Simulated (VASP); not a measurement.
A VASP 6.6.1 single-point calculation on GaN

INCAR

```
NBANDS = 16
IBRION = -1
ALGO = Normal
BMIX = 0.0001
ISMEAR = 0
LASPH = .TRUE.
AMIX = 0.2
ENCUT = 520
METAGGA = R2SCAN
NELM = 120
PREC = Low
LCHARG = .FALSE.
ISIF = 2
EDIFF = 1E-7
LREAL = .FALSE.
NSW = 0
SIGMA = 0.01
LWAVE = .FALSE.
```

KPOINTS

```
KPOINTS created by Atomic Simulation Environment
0
Gamma
10 10 10
0 0 0
```

POSCAR

```
Ga N
 1.0000000000000000
     0.0000000000000000    2.3164211173000000    2.3164211173000000
     2.3164211173000000    0.0000000000000000    2.3164211173000000
     2.3164211173000000    2.3164211173000000    0.0000000000000000
 Ga  N
   1   1
Cartesian
  0.0000000000000000  0.0000000000000000  0.0000000000000000
  1.1582105586500000  1.1582105586500000  1.1582105586500000
```

The recommended PBE PAW datasets give the neutral cell 18 valence electrons.

Command

```
mpirun -np 1 vasp_std
```

OSZICAR

```
N       E                     dE             d eps       ncg     rms          rms(c)
DAV:   1     0.710049649530E+02    0.71005E+02   -0.94998E+03  1688   0.199E+03
DAV:   2    -0.204523898268E+02   -0.91457E+02   -0.84899E+02  1752   0.332E+02
DAV:   3    -0.265671774938E+02   -0.61148E+01   -0.60881E+01  1728   0.723E+01
DAV:   4    -0.266432481363E+02   -0.76071E-01   -0.76057E-01  1904   0.866E+00
DAV:   5    -0.266442240914E+02   -0.97596E-03   -0.97595E-03  1816   0.887E-01    0.688E+00
DAV:   6    -0.220316368132E+02    0.46126E+01   -0.11700E+00  2208   0.246E+01    0.372E+00
DAV:   7    -0.217913312190E+02    0.24031E+00   -0.13497E+00  2216   0.143E+01    0.201E+00
DAV:   8    -0.218200019789E+02   -0.28671E-01   -0.13219E-01  1624   0.613E+00    0.145E+00
DAV:   9    -0.218298629536E+02   -0.98610E-02   -0.47435E-02  1936   0.389E+00    0.496E-01
DAV:  10    -0.218256973379E+02    0.41656E-02   -0.11049E-02  2208   0.310E+00    0.150E-01
DAV:  11    -0.218255006374E+02    0.19670E-03   -0.11541E-03  1920   0.443E-01    0.824E-02
DAV:  12    -0.218254094006E+02    0.91237E-04   -0.54076E-04  1920   0.388E-01    0.432E-02
DAV:  13    -0.218254030312E+02    0.63695E-05   -0.66654E-05  1624   0.827E-02    0.157E-02
DAV:  14    -0.218253980301E+02    0.50010E-05   -0.37307E-06  2032   0.271E-02    0.620E-03
DAV:  15    -0.218253993230E+02   -0.12929E-05   -0.15088E-06  1856   0.168E-02    0.122E-03
DAV:  16    -0.218253987808E+02    0.54218E-06   -0.13375E-07  1464   0.578E-03    0.800E-04
DAV:  17    -0.218253986827E+02    0.98099E-07   -0.18258E-08   864   0.157E-03
   1 F= -.21825399E+02 E0= -.21825399E+02  d E =-.494088E-88
```

Standard output (part)

```
POSCAR found type information on POSCAR GaN
 POSCAR found :  2 types and       2 ions
 LDA part: xc-table for (None), standard interpolation
 POSCAR, INCAR and KPOINTS ok, starting setup
 WAVECAR not read
 entering main loop
```

From OUTCAR

```
k-points           NKPTS =     47   k-points in BZ     NKDIM =     47   number of bands    NBANDS=     16

   NELECT =      18.0000    total number of electrons

   dimension x,y,z NGX =    18 NGY =   18 NGZ =   18
   dimension x,y,z NGXF=    20 NGYF=   20 NGZF=   20

  energy-cutoff  :      520.00
  volume of cell :       24.86
      direct lattice vectors                 reciprocal lattice vectors
     0.000000000  2.316421117  2.316421117    -0.215850217  0.215850217  0.215850217
     2.316421117  0.000000000  2.316421117     0.215850217 -0.215850217  0.215850217
     2.316421117  2.316421117  0.000000000     0.215850217  0.215850217 -0.215850217

 k-points in reciprocal lattice and weights: KPOINTS created by Atomic Simulation Env
   0.00000000  0.00000000  0.00000000       0.001
   0.10000000  0.00000000  0.00000000       0.008
   0.20000000  0.00000000  0.00000000       0.008
   0.30000000  0.00000000  0.00000000       0.008
   0.40000000  0.00000000  0.00000000       0.008
   0.50000000  0.00000000  0.00000000       0.004
   0.10000000  0.10000000  0.00000000       0.006
   0.20000000  0.10000000  0.00000000       0.024
   ...

 E-fermi :   4.3039

 k-point     1 :       0.0000    0.0000    0.0000
  band No.  band energies     occupation
      1     -11.8890      2.00000
      2      -9.6344      2.00000
      3      -9.6337      2.00000
      4      -9.6337      2.00000
      5      -9.3695      2.00000
      6      -9.3695      2.00000
      7       4.1649      2.00000
      8       4.1653      2.00000
      9       4.1653      2.00000
     10       5.7392      0.00000
     11      14.6381      0.00000
     12      14.6381      0.00000
     13      14.6405      0.00000
     14      21.5542      0.00000
     15      23.2395      0.00000
     16      23.2411      0.00000

 k-point     2 :       0.1000    0.0000    0.0000
  band No.  band energies     occupation
      1     -11.7973      2.00000
      2      -9.6233      2.00000
      3      -9.6227      2.00000
      4      -9.5882      2.00000
      5      -9.3703      2.00000
      6      -9.3703      2.00000
      7       3.0429      2.00000
      8       4.0667      2.00000
      9       4.0670      2.00000
     10       6.6526      0.00000
     11      14.1379      0.00000
     12      14.7926      0.00000
     13      14.7946      0.00000
     14      21.8313      0.00000
     15      21.8933      0.00000
     16      21.8943      0.00000

 k-point     3 :       0.2000    0.0000    0.0000
  band No.  band energies     occupation
      1     -11.5717      2.00000
      2      -9.5974      2.00000
      3      -9.5969      2.00000
      4      -9.4135      2.00000
      5      -9.3690      2.00000
      6      -9.3688      2.00000
      7       1.2865      2.00000
      8       3.8244      2.00000
      9       3.8246      2.00000
     10       7.7674      0.00000
     11      13.3706      0.00000
     12      15.0455      0.00000
     13      15.0472      0.00000
     14      20.7671      0.00000
     15      21.1327      0.00000
     16      21.1334      0.00000

 ...

  Total       -2.1320642     -2.1320642     -2.1320642      0.0000000      0.0000000      0.0000000
  in kB     -137.4131552   -137.4131552   -137.4131552      0.0000000      0.0000000      0.0000000
  external PRESSURE =    -137.4131552 kB  Pullay stress =       0.0000000 kB

 POSITION                                       TOTAL-FORCE (eV/Angst)
 -----------------------------------------------------------------------------------
      0.00000      0.00000      0.00000        -0.000000     -0.000000     -0.000000
      1.15821      1.15821      1.15821         0.000000      0.000000      0.000000
 -----------------------------------------------------------------------------------
    total drift:                               -0.000046     -0.000046     -0.000079

  FREE ENERGIE OF THE ION-ELECTRON SYSTEM (eV)
  ---------------------------------------------------
  free  energy   TOTEN  =       -21.8253986827 eV

  energy  without entropy=      -21.8253986827  energy(sigma->0) =      -21.82539868
```

It converged. Results: gap between bands v and c on the k mesh 1.57 eV; least direct gap on the k mesh 1.57 eV; pressure -13.7 GPa. Band v is the last that the valence electrons fill when counted band by band, and c is the next.

These settings aren't sound, so the numbers aren't properties of the crystal.

On sound settings r²SCAN gives a gap of 1.57 eV on its mesh and a pressure of -13.5 GPa for the intended cell.

The run took about 48 s on one core of a shared host (Intel Xeon Platinum 8488C) and held 0.13 GiB at most.
